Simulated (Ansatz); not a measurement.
MgF$_{2}$:
```xyz
6
Lattice="4.5570 0.0000 0.0000 0.0000 4.5570 0.0000 0.0000 0.0000 3.0137" Properties=species:S:1:pos:R:3 pbc="T T T"
Mg     2.2785     2.2785     1.5069
Mg     0.0000     0.0000     0.0000
F      3.1762     3.1762     0.0000
F      1.3808     1.3808     0.0000
F      3.6593     0.8977     1.5069
F      0.8977     3.6593     1.5069
```

Relaxed with LDA. Special points in fractions of this cell's reciprocal vectors: Γ (0.000, 0.000, 0.000); X (0.000, 0.500, 0.000); M (0.500, 0.500, 0.000); Z (0.000, 0.000, 0.500); R (0.000, 0.500, 0.500); A (0.500, 0.500, 0.500).

Q: List the band energies nearest the valence-band maximum at these points for LDA (plane waves, PAW; program Ansatz).

A: In eV from the valence-band maximum; about four levels below and three above (degenerate sets whole), none deeper than 8.9 eV; points with the same levels are listed once.

| k | below | above |
|---|---|---|
| Γ | -0.75 -0.33 -0.33 0.00 | 7.08 12.14 12.14 |
| X | -1.03 -1.03 -0.41 -0.41 | 9.52 9.52 13.38 13.38 |
| M | -1.01 -1.01 -0.84 -0.84 | 11.23 11.23 11.34 11.34 |
| Z | -1.28 -1.28 -0.93 -0.93 | 11.84 11.84 14.82 14.82 |
| R | -0.78 -0.78 -0.72 -0.72 | 12.70 12.70 13.49 13.49 |
| A | -0.66 -0.66 -0.51 -0.51 | 13.14 13.14 13.41 13.41 |

Space group P4_2/mnm (rutile). Symmetry was held in the LDA relaxation.

Potentials: the earlier of the program's two PAW sets. The files were generated under PBE; for other functionals the program regenerates the frozen cores, and for LDA and PBEsol the local potential too.
